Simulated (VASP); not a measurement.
# Co (P6_3/mmc) in VASP: notebook

The runs below take Co through relaxation of cell and atoms, electrostatic potential, with revPBE+D3(BJ).

Everything below comes from runs of VASP 6.6.1. Logs are shortened: lines on timing, memory, paths and dates and some standing lists are left out, and cuts for length are marked.

**1. The structure**

The structure is hexagonal, space group P6_3/mmc (No. 194). The conventional cell has a = 2.460 Å, b = 2.460 Å, c = 3.970 Å, α = 90.00°, β = 90.00°, γ = 120.00°. Around Co (site symmetry -6m2) lie 12 Co at 2.44 to 2.46 Å.

The cell was built by a generator and needn't be a form met in nature.

**2. Relaxation of cell and atoms, revPBE+D3(BJ), collinear spin, ferromagnetic start**

INCAR

```
SYSTEM = Co
ALGO     = Normal         ! electronic algorithm
EDIFF    = 1E-7           ! SCF threshold, eV
EDIFFG   = -0.005         ! ionic threshold
ENCUT    = 600            ! plane-wave cutoff, eV
GGA      = RE             ! functional
IBRION   = 2              ! ionic algorithm
ISIF     = 3              ! what is computed and relaxed
ISMEAR   = 1              ! smearing method
ISPIN    = 2              ! spin polarisation
IVDW     = 12             ! dispersion correction
LASPH    = .True.         ! aspherical terms in the spheres
LCHARG   = .False.        ! write CHGCAR
LMAXMIX  = 4              ! l up to which the mixer works
LORBIT   = 11             ! projections on sites
LREAL    = .False.        ! projectors in reciprocal space
LWAVE    = .False.        ! write WAVECAR
MAGMOM   = 1.8 1.8        ! initial moments
NELM     = 120            ! most SCF steps
NSW      = 60             ! ionic steps
PREC     = Accurate       ! precision mode
SIGMA    = 0.1            ! smearing width, eV
```

KPOINTS

```
k-points
0
Gamma
  20 20 10
  0 0 0
```

POSCAR

```
Co
1.0
    2.4600000000      0.0000000000      0.0000000000
   -1.2300000000      2.1304224900      0.0000000000
    0.0000000000      0.0000000000      3.9700000000
Co
2
Direct
    0.3333333300      0.6666666700      0.2500000000
    0.6666666700      0.3333333300      0.7500000000
```

Potentials or basis: VASP PAW PBE potentials, release 64 (Co).

On the command line:

```sh
$ cat potpaw_PBE.64/Co/POTCAR > POTCAR
$ mpirun -np 1 vasp_std > vasp.out
```

OUTCAR:

```text
SYSTEM = Co
   EDIFF = 1E-7
   EDIFFG = -0.005
   ENCUT = 600
   GGA = RE
   IBRION = 2
   ISIF = 3
   ISMEAR = 1
   ISPIN = 2
   IVDW = 12
   LASPH = .True.
   LORBIT = 11
   LREAL = .False.
   NELM = 120
   NSW = 60
   PREC = Accurate
 IVDW          = 12

 ion  position               nearest neighbor table
   1  0.333  0.667  0.250-   2 2.44   2 2.44   2 2.44   2 2.44   2 2.44   2 2.44
   2  0.667  0.333  0.750-   1 2.44   1 2.44   1 2.44   1 2.44   1 2.44   1 2.44

  LATTYP: Found a hexagonal cell.
 ALAT       =     2.4600000000
 C/A-ratio  =     1.6138211382

  Lattice vectors:

 A1 = (   2.4600000000,   0.0000000000,   0.0000000000)
 A2 = (  -1.2300000000,   2.1304224900,   0.0000000000)
 A3 = (   0.0000000000,   0.0000000000,   3.9700000000)

Analysis of symmetry for initial positions (statically):
=====================================================================
 Subroutine PRICEL returns:
 Original cell was already a primitive cell.

 Routine SETGRP: Setting up the symmetry group for a
 hexagonal supercell.

 Subroutine GETGRP returns: Found 24 space group operations
 (whereof 12 operations were pure point group operations)
 out of a pool of 24 trial point group operations.

The static configuration has the point symmetry D_3d.
 The point group associated with its full space group is D_6h.

Analysis of symmetry for dynamics (positions and initial velocities):
=====================================================================
 Subroutine PRICEL returns:
 Original cell was already a primitive cell.

 Routine SETGRP: Setting up the symmetry group for a
 hexagonal supercell.

 Subroutine GETGRP returns: Found 24 space group operations
 (whereof 12 operations were pure point group operations)
 out of a pool of 24 trial point group operations.

The dynamic configuration has the point symmetry D_3d.
 The point group associated with its full space group is D_6h.

Analysis of structural, dynamic, and magnetic symmetry:
=====================================================================
 Subroutine PRICEL returns:
 Original cell was already a primitive cell.

 Routine SETGRP: Setting up the symmetry group for a
 hexagonal supercell.

 Subroutine GETGRP returns: Found 24 space group operations
 (whereof 12 operations were pure point group operations)
 out of a pool of 24 trial point group operations.

The overall configuration has the point symmetry D_3d.
 The point group associated with its full space group is D_6h.

 Subroutine INISYM returns: Found 24 space group operations
 (whereof 12 operations are pure point group operations),
 and found     1 'primitive' translations

----------------------------------------------------------------------------------------

                                     Primitive cell

  volume of cell :      20.8061

  direct lattice vectors                    reciprocal lattice vectors
     2.460000000  0.000000000  0.000000000     0.406504065  0.234695232  0.000000000
    -1.230000000  2.130422490  0.000000000     0.000000000  0.469390463  0.000000000
     0.000000000  0.000000000  3.970000000     0.000000000  0.000000000  0.251889169

  length of vectors
     2.460000000  2.459999997  3.970000000     0.469390463  0.469390463  0.251889169

  position of ions in fractional coordinates (direct lattice)
     0.333333330  0.666666670  0.250000000
     0.666666670  0.333333330  0.750000000

  ion indices of the primitive-cell ions
   primitive index   ion index
                 1           1
                 2           2

----------------------------------------------------------------------------------------

 KPOINTS: k-points

Automatic generation of k-mesh.
 Grid dimensions read from file:
 generate k-points for:   20   20   10

 Generating k-lattice:

  Cartesian coordinates                     Fractional coordinates (reciprocal lattice)
     0.020325203  0.011734762  0.000000000     0.050000000  0.000000000  0.000000000
     0.000000000  0.023469523  0.000000000     0.000000000  0.050000000  0.000000000
     0.000000000  0.000000000  0.025188917     0.000000000  0.000000000  0.100000000

  Length of vectors
     0.023469523  0.023469523  0.025188917

  Shift w.r.t. Gamma in fractional coordinates (k-lattice)
     0.000000000  0.000000000  0.000000000

 Subroutine IBZKPT returns following result:
 ===========================================

 Found    264 irreducible k-points:

 Following reciprocal coordinates:
            Coordinates               Weight
  0.000000  0.000000  0.000000      1.000000
  0.050000 -0.000000  0.000000      6.000000
  0.100000  0.000000  0.000000      6.000000
  0.150000  0.000000  0.000000      6.000000
  0.200000  0.000000  0.000000      6.000000
  0.250000 -0.000000  0.000000      6.000000
[... 16 lines left out ...]
  0.200000  0.100000  0.000000     12.000000
  0.250000  0.100000  0.000000     12.000000
 [... further k-points ...]
   k-points           NKPTS =    264   k-points in BZ     NKDIM =    264   number of bands    NBANDS=     15
   number of dos      NEDOS =    301   number of ions     NIONS =      2
   total plane-waves  NPLWV =  12800
   dimension x,y,z NGX =    20 NGY =   20 NGZ =   32
   dimension x,y,z NGXF=    40 NGYF=   40 NGZF=   64
   ions per type =               2
   NGX,Y,Z   is equivalent  to a cutoff of  13.52, 13.52, 13.40 a.u.
   NGXF,Y,Z  is equivalent  to a cutoff of  27.03, 27.03, 26.80 a.u.
 SYSTEM =  Co
   PREC   = accura    normal or accurate (medium, high low for compatibility)
   ISTART =      0    job   : 0-new  1-cont  2-samecut
   ICHARG =      2    charge: 1-file 2-atom 10-const
   ISPIN  =      2    spin polarized calculation?
   LNONCOLLINEAR =      F non collinear calculations
   LSORBIT =      F    spin-orbit coupling
   LASPH  =      T    aspherical Exc in radial PAW
   ENCUT  =  600.0 eV  44.10 Ry    6.64 a.u.   4.91  4.91  7.93*2*pi/ulx,y,z
   NELM   =    120;   NELMIN=  2; NELMDL= -5     # of ELM steps
   EDIFF  = 0.1E-06   stopping-criterion for ELM
   LREAL  =      F    real-space projection
   EDIFFG = -.5E-02   stopping-criterion for IOM
   NSW    =     60    number of steps for IOM
   IBRION =      2    ionic relax: 0-MD 1-quasi-New 2-CG
   NFREE  =      1    steps in history (QN), initial steepest desc. (CG)
   ISIF   =      3    stress and relaxation
   ISYM   =      2    0-nonsym 1-usesym 2-fastsym
   POTIM  = 0.5000    time-step for ionic-motion
   TEBEG  =    0.0;   TEEND  =   0.0 temperature during run
   PSTRESS=    0.0 pullay stress
   NELECT =      18.0000    total number of electrons
   NUPDOWN=      -1.0000    fix difference up-down
   EMIN   =  10.00;   EMAX   =-10.00  energy-range for DOS
   EFERMI =   0.00;   METHOD = LEGACY
   ISMEAR =     1;   SIGMA  =   0.10  broadening in eV -4-tet -1-fermi 0-gaus
   EFERMI_NEDOS =   21; number of points for ismear=-14 and -15
   IALGO  =     38    algorithm
   IMIX   =      4    mixing-type and parameters
     AMIX     =   0.40;   BMIX     =  1.00
     AMIX_MAG =   1.60;   BMIX_MAG =  1.00
  volume/ion in A,a.u.               =      10.40        70.20
  Fermi-wavevector in a.u.,A,eV,Ry     =   1.559918  2.947818 33.107674  2.433345
  Thomas-Fermi vector in A             =   2.663206
   LORBIT       =     11    0 simple, 1 ext, 2 COOP (PROOUT), +10 PAW based schemes
   GGA     = RE    functional components
   LHFCALC =     F    Hartree Fock is set to
   AEXX    =    0.0000 exact exchange contribution
   IVDW    =    12    specifies the selected vdW correction
   LEPSILON=     F    determine dielectric tensor
   LRPA    =     F    only Hartree local field effects (RPA)
 conjugate gradient relaxation of ions
 spin polarized calculation
 Methfessel and Paxton  Order N= 1 SIGMA  =   0.10
  energy-cutoff  :      600.00
  volume of cell :       20.81
 maximum number of plane-waves:       711
 NGX is ok and might be reduce to    20
   NGX =  9   NGY =  9   NGZ = 15

--------------------------------------- Ionic step        1  -------------------------------------------

 number of electron      18.0000000 magnetization       3.1631220

 Free energy of the ion-electron system (eV)
  ---------------------------------------------------
  ext. energy  EPLUGINS =         0.00000000
  ---------------------------------------------------
  free energy    TOTEN  =       -13.19712673 eV

  energy without entropy =      -13.19691862  energy(sigma->0) =      -13.19705736

------------------------ aborting loop because EDIFF is reached ----------------------------------------

 Edisp (eV)   -1.67305

 E8    (eV) :    -1.1761

  FORCE on cell =-STRESS in cart. coord.  units (eV):
  Direction    XX          YY          ZZ          XY          YZ          ZX
  --------------------------------------------------------------------------------------
  -------------------------------------------------------------------------------------
  Total       0.02370     0.02370     0.03084     0.00000    -0.00000     0.00000
  in kB       1.82529     1.82529     2.37508     0.00000    -0.00000     0.00000
  external pressure =        2.01 kB  Pullay stress =        0.00 kB
[... 61 lines left out ...]
  energy  without entropy=      -14.8699718658  energy(sigma->0) =      -14.87010190

--------------------------------------- Ionic step        3  -------------------------------------------

 number of electron      18.0000000 magnetization       3.1637496

 Free energy of the ion-electron system (eV)
  ---------------------------------------------------
  ext. energy  EPLUGINS =         0.00000000
  ---------------------------------------------------
  free energy    TOTEN  =       -13.19838137 eV

  energy without entropy =      -13.19817831  energy(sigma->0) =      -13.19831368

 E-fermi :  10.9493     XC(G=0): -13.5700

 val. band max:       10.9478130803   @ k =   0.4000   0.0500   0.3000
 cond. band min:      10.9519541930   @ k =   0.2000   0.2000   0.4000
 fundamental gap:      0.0041411126
 Fermi energy:        10.9492793561

 spin component 1

 k-point     1 :       0.0000    0.0000    0.0000
  band No.  band energies     occupation
      1       1.8222      1.00000
      2       5.6273      1.00000
      3       8.2766      1.00000
      4       8.2902      1.00000
      5       8.2902      1.00000
      6       8.6255      1.00000
      7       8.6255      1.00000
      8       8.9820      1.00000
      9       8.9820      1.00000
     10      10.1565      1.00000
     11      10.1565      1.00000
     12      10.8940      0.89792
     13      17.7224      0.00000
     14      33.2490      0.00000
     15      36.2668      0.00000
[... 399 lines left out ...]
      1       4.8293      1.00000
      2       6.5635      1.00000
      3       6.9210      1.00000
      4       7.4086      1.00000
      5       8.2034      1.00000
      6       8.3808      1.00000
      7       8.6943      1.00000
      8       9.3516      1.00000
      9       9.7260      1.00000
     10      10.1539      1.00000
     11      10.3146      1.00000
     12      17.0725      0.00000
     13      18.4909      0.00000
     14      22.1417      0.00000
     15      25.8850      0.00000

 [... further k-points ...]

 spin component 2

 k-point     1 :       0.0000    0.0000    0.0000
  band No.  band energies     occupation
      1       1.7829      1.00000
      2       6.5599      1.00000
      3       9.9125      1.00000
      4       9.9266      1.00000
      5       9.9266      1.00000
      6      10.3188      1.00000
      7      10.3188      1.00000
      8      10.7504      1.00829
      9      10.7504      1.00829
     10      10.7929      1.02473
     11      12.0473     -0.00000
     12      12.0473     -0.00000
     13      18.7258      0.00000
     14      32.9210      0.00000
     15      36.3029      0.00000
[... 447 lines left out ...]
  FREE ENERGIE OF THE ION-ELECTRON SYSTEM (eV)
  ---------------------------------------------------
  free  energy   TOTEN  =       -14.8701869230 eV

  energy  without entropy=      -14.8699838617  energy(sigma->0) =      -14.87011924

 reached required accuracy - stopping structural energy minimisation

 total charge

# of ion       s       p       d       tot
------------------------------------------
    1        0.508   0.559   7.291   8.358
    2        0.508   0.559   7.291   8.358
--------------------------------------------------
tot          1.016   1.118  14.583  16.717

 magnetization (x)

# of ion       s       p       d       tot
------------------------------------------
    1       -0.016  -0.059   1.672   1.596
    2       -0.016  -0.059   1.672   1.596
--------------------------------------------------
tot         -0.033  -0.118   3.343   3.192
```

It took 2.6 min on 1 thread of Intel Xeon 6975P-C (Granite Rapids), shared host; peak memory 0.28 GiB.

Results:

```yaml
Free_energy: -14.8702 eV
Relaxed_volume: 10.41 Å³/atom
Relaxed_cell: a = 2.461 Å, b = 2.461 Å, c = 3.971 Å, α = 90.00°, β = 90.00°, γ = 120.00°
Space_group_after_relaxing_to_0.05_Å: P6_3/mmc (No. 194)
Energy_gained_by_relaxing: 0.0 meV/atom
Ionic_steps: 3
Pressure_after_relaxing: 0.0 GPa
Band_gap_on_the_k_mesh: none (metal or under the smearing width)
Net_moment: 3.16 μB per cell
Site_moments: Co +1.60 μB
Valence_electrons_inside_the_program's_atomic_spheres: Co 8.36
Dispersion_energy_per_atom: -0.836 eV
```

Final structure:
```yaml
crystal:
  lattice:
    - [2.46053, 0.00000, 0.00000]
    - [-1.23027, 2.13089, 0.00000]
    - [0.00000, 0.00000, 3.97112]
  atoms:
    - { symbol: Co, position: [0.33333, 0.66667, 0.25000] }
    - { symbol: Co, position: [0.66667, 0.33333, 0.75000] }
```

Caveat: the PAW data sets were made with another functional, which shifts forces and pressure a little; pairwise dispersion overbinds metals, which lowers pressure and volume.

(Continued in part 2 of 2.)
